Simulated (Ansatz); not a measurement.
# HfN in Ansatz: the effect of functional

The system is HfN.

```
Hf N
1.0
     0.00000    2.28569    2.28569
     2.28569    0.00000    2.28569
     2.28569    2.28569    0.00000
Hf N
1 1
Direct
  0.00000 0.00000 0.00000
  0.50000 0.50000 0.50000
```

The cell isn't the ideal one: volume scaled by 1.04.

Alike in all runs:

| Property | Result |
| --- | --- |
| Program | Ansatz 0.2.0 |
| Task | single point |
| Potentials or basis | Ansatz PAW |
| k mesh | 10 × 10 × 10 |
| Occupations | fermi-dirac, width 0.05 eV |
| Spin | no spin polarisation |

```csv
functional,cutoff,pressure (GPa)
LDA,420 eV (not typed: the program's choice for these potentials),-17.8
r2SCAN,500 eV (not typed: the program's choice for these potentials),?
PBE,420 eV (not typed: the program's choice for these potentials),-3.9
```

What does the run with functional r2SCAN give?

Pressure -8.0 GPa.

Caveats: the PAW data sets come from PBE, with cores solved anew for the run's functional, which leaves a small shift of forces and pressure (some runs).
